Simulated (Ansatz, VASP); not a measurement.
## Ir: VASP beside Ansatz

```xyz
2
Lattice="2.6688 0.0000 0.0000 -1.3344 2.3113 0.0000 0.0000 0.0000 4.3954" Properties=species:S:1:pos:R:3 pbc="T T T"
Ir    1.3344    0.7704    3.2965
Ir    0.0000    1.5409    1.0988
```

Change from the starting cell: strain -0.030 along x and y, -0.015 along z, atoms carried along.

Alike in both runs: task single point; functional PBEsol; k mesh 18 × 18 × 12; occupations gaussian, width 0.15 eV; no spin polarisation.

```csv
,VASP,Ansatz
version,VASP 6.6.1,Ansatz 0.2.0
potentials or method,"VASP PAW PBE potentials, release 64 (Ir)","scalar-relativistic, plane waves, PAW"
plane-wave cutoff (eV),520,420
valence electrons in the cell,18,34
```

|  | VASP | Ansatz | Ansatz less VASP |
| --- | --- | --- | --- |
| gap on the k mesh at the Fermi level (eV) | none | none | - |
| pressure (GPa) | 18.4 | 17.1 | -1.31 |
| largest component of the traceless stress (GPa) | 4.63 | 4.65 | +0.020 |

A gap of «none» marks a metal or a gap that the smearing closes. With one functional, cell and mesh, what is left measures potentials, basis and numerics. The two sets of potentials don't hold the same shells in valence.

Caveats: so large a pressure means that the cell lies far from this level's equilibrium, or that cutoff or potentials fall short (VASP); the potentials were made for another functional, which shifts forces and pressure (VASP). Spin-orbit coupling is left out, which matters for the levels of Ir.
